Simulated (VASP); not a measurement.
## VASP 6.6.1 run: GaAs

INCAR

```
GGA = PE
NBANDS = 16
SIGMA = 0.01
ISMEAR = 0
BMIX = 2
EDIFF = 1E-7
NSW = 0
LCHARG = .FALSE.
LWAVE = .FALSE.
ISIF = 2
IBRION = -1
ENCUT = 520
LREAL = .FALSE.
PREC = Accurate
LASPH = .TRUE.
NELM = 55
```

KPOINTS

```
KPOINTS created by Atomic Simulation Environment
0
Gamma
8 8 8
0 0 0
```

POSCAR

```
Ga As
 1.0000000000000000
     0.0000000000000000    2.8047542445000002    2.8573279733999999
     2.8047542445000002    0.0000000000000000    2.8573279733999999
     2.8047542445000002    2.8047542445000002    0.0000000000000000
 Ga  As
   1   1
Cartesian
  0.0000000000000000  0.0000000000000000  0.0000000000000000
  1.4023771222500001  1.4023771222500001  1.4286639866999999
```

The recommended PBE PAW datasets give the neutral cell 18 valence electrons.

Command

```
mpirun -np 1 vasp_std
```

Task: Predict the outcome of this run.

Result: It converged. Results: gap between bands v and c on the k mesh 0.52 eV; least direct gap on the k mesh 0.52 eV; pressure 3.9 GPa. Band v is the last that the valence electrons fill when counted band by band, and c is the next.

OSZICAR

```
N       E                     dE             d eps       ncg     rms          rms(c)
DAV:   1     0.868313734911E+02    0.86831E+02   -0.89778E+03  1920   0.155E+03
DAV:   2    -0.135788202163E+01   -0.88189E+02   -0.83640E+02  2184   0.323E+02
DAV:   3    -0.829724711289E+01   -0.69394E+01   -0.69174E+01  2304   0.688E+01
DAV:   4    -0.840031730315E+01   -0.10307E+00   -0.10306E+00  2336   0.929E+00
DAV:   5    -0.840166256750E+01   -0.13453E-02   -0.13453E-02  2312   0.971E-01    0.292E+00
DAV:   6    -0.828920299136E+01    0.11246E+00   -0.10243E-01  2928   0.603E+00    0.189E+00
DAV:   7    -0.823619698920E+01    0.53006E-01   -0.13852E-01  2888   0.414E+00    0.395E-01
DAV:   8    -0.823773341429E+01   -0.15364E-02   -0.21249E-02  2376   0.205E+00    0.164E-01
DAV:   9    -0.823957522921E+01   -0.18418E-02   -0.30276E-03  2136   0.495E-01    0.113E-01
DAV:  10    -0.823977788510E+01   -0.20266E-03   -0.18550E-04  2536   0.135E-01    0.730E-02
DAV:  11    -0.824003943061E+01   -0.26155E-03   -0.53000E-04  1984   0.126E-01    0.309E-02
DAV:  12    -0.824004449037E+01   -0.50598E-05   -0.76949E-06  2624   0.313E-02    0.145E-02
DAV:  13    -0.824004849416E+01   -0.40038E-05   -0.24567E-06  2128   0.140E-02    0.825E-04
DAV:  14    -0.824004858464E+01   -0.90478E-07   -0.12272E-07  2088   0.603E-03
   1 F= -.82400486E+01 E0= -.82400486E+01  d E =-.120281E-62
```

Standard output (part)

```
POSCAR found type information on POSCAR GaAs
 POSCAR found :  2 types and       2 ions
 LDA part: xc-table for (Slater+PW92), standard interpolation
 POSCAR, INCAR and KPOINTS ok, starting setup
 WAVECAR not read
 entering main loop
```

For comparison, a separate PBE run of the intended cell, on usual settings and not on those above, gives a gap of 0.52 eV on its mesh and a pressure of 3.8 GPa.
